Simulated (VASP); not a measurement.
Level of theory: PBE GGA, VASP's PBE PAW potentials (set 64) (plane waves; VASP).

A VASP calculation is set up with these files.

**KPOINTS**
```
Automatic mesh
0
Gamma
9 9 7
0 0 0
```

**POSCAR**
```
ZrO2
1
    3.5634480000     0.0000000000     0.0000000000
    0.0000000000     3.5634480000     0.0000000000
    0.0000000000     0.0000000000     5.1718630000
Zr O
2 4
Direct
  0.0000000000   0.0000000000   0.0000000000
  0.5000000000   0.5000000000   0.5000000000
  0.0000000000   0.5000000000   0.3017700000
  0.0000000000   0.5000000000   0.8017700000
  0.5000000000   0.0000000000   0.1982300000
  0.5000000000   0.0000000000   0.6982300000
```

### INCAR
```
SYSTEM=ZrO2
PREC=Accurate; ENCUT=400; LREAL=.FALSE.
LASPH=.TRUE.
EDIFF=1E-6; NELM=100; ALGO=Normal
LMAXMIX=4
ISMEAR=0; SIGMA=0.01
GGA=PE
ISIF=2
LWAVE=.FALSE.; LCHARG=.FALSE.
```

POTCAR, in this order: Zr_sv O (PBE.64 set). Program: vasp_std.

The run wrote:

OSZICAR:
```
       N       E                     dE             d eps       ncg     rms          rms(c)
DAV:   1     0.395664665917E+03    0.39566E+03   -0.24358E+04  3368   0.145E+03
DAV:   2    -0.443715370952E+02   -0.44004E+03   -0.42968E+03  4612   0.421E+02
DAV:   3    -0.679454470299E+02   -0.23574E+02   -0.23504E+02  4832   0.947E+01
DAV:   4    -0.691569514402E+02   -0.12115E+01   -0.12107E+01  4804   0.173E+01
DAV:   5    -0.691794939008E+02   -0.22542E-01   -0.22541E-01  4220   0.242E+00    0.396E+01
DAV:   6    -0.571637695280E+02    0.12016E+02   -0.64998E+01  3984   0.531E+01    0.172E+01
DAV:   7    -0.573094759828E+02   -0.14571E+00   -0.44293E+00  4676   0.125E+01    0.879E+00
DAV:   8    -0.572943986045E+02    0.15077E-01   -0.35738E-01  3884   0.449E+00    0.120E+00
DAV:   9    -0.572909917217E+02    0.34069E-02   -0.85423E-02  3944   0.161E+00    0.474E-01
DAV:  10    -0.572916249116E+02   -0.63319E-03   -0.21745E-02  3692   0.116E+00    0.283E-01
DAV:  11    -0.572913815187E+02    0.24339E-03   -0.31663E-03  3600   0.418E-01    0.105E-01
DAV:  12    -0.572913859944E+02   -0.44757E-05   -0.20029E-04  4616   0.100E-01    0.227E-02
DAV:  13    -0.572913866272E+02   -0.63281E-06   -0.31934E-05  4024   0.344E-02    0.409E-03
DAV:  14    -0.572913871793E+02   -0.55208E-06   -0.97979E-07  2224   0.702E-03
   1 F= -.57291387E+02 E0= -.57291387E+02  d E =-.104361E-34
```

### OUTCAR
```
------------------------ aborting loop because EDIFF is reached ----------------------------------------
  FORCE on cell =-STRESS in cart. coord.  units (eV):
  Direction    XX          YY          ZZ          XY          YZ          ZX
  --------------------------------------------------------------------------------------
  Total        2.7168007      2.7168007      2.1130554      0.0000000      0.0000000      0.0000000
  in kB       66.2796956     66.2796956     51.5505854      0.0000000      0.0000000      0.0000000
  external PRESSURE =      61.3699922 kB  Pullay stress =       0.0000000 kB
  volume of cell :       65.67
      direct lattice vectors                 reciprocal lattice vectors
     3.563448000  0.000000000  0.000000000     0.280627078  0.000000000  0.000000000
     0.000000000  3.563448000  0.000000000     0.000000000  0.280627078  0.000000000
     0.000000000  0.000000000  5.171863000     0.000000000  0.000000000  0.193353923
 POSITION                                       TOTAL-FORCE (eV/Angst)
 -----------------------------------------------------------------------------------
      0.00000      0.00000      0.00000        -0.000000      0.000000      0.000000
      1.78172      1.78172      2.58593        -0.000000     -0.000000      0.000000
      0.00000      1.78172      1.56071        -0.000000      0.000000     -0.165346
      0.00000      1.78172      4.14664        -0.000000      0.000000     -0.165346
      1.78172      0.00000      1.02522        -0.000000      0.000000      0.165346
      1.78172      0.00000      3.61115         0.000000      0.000000      0.165346
 -----------------------------------------------------------------------------------
    total drift:                                0.000000      0.000000     -0.000000
  FREE ENERGIE OF THE ION-ELECTRON SYSTEM (eV)
  ---------------------------------------------------
  free  energy   TOTEN  =       -57.2913871793 eV

  energy  without entropy=      -57.2913871793  energy(sigma->0) =      -57.29138718
```
(Selected blocks of OUTCAR.)

At this cut-off the stress carries a Pulay error, which pulls relaxed volumes low.

The structure comes from a computed database's ZrO2 entry (P4_2/nmc); how it stands against other phases isn't given here. The cell was not relaxed at this level.
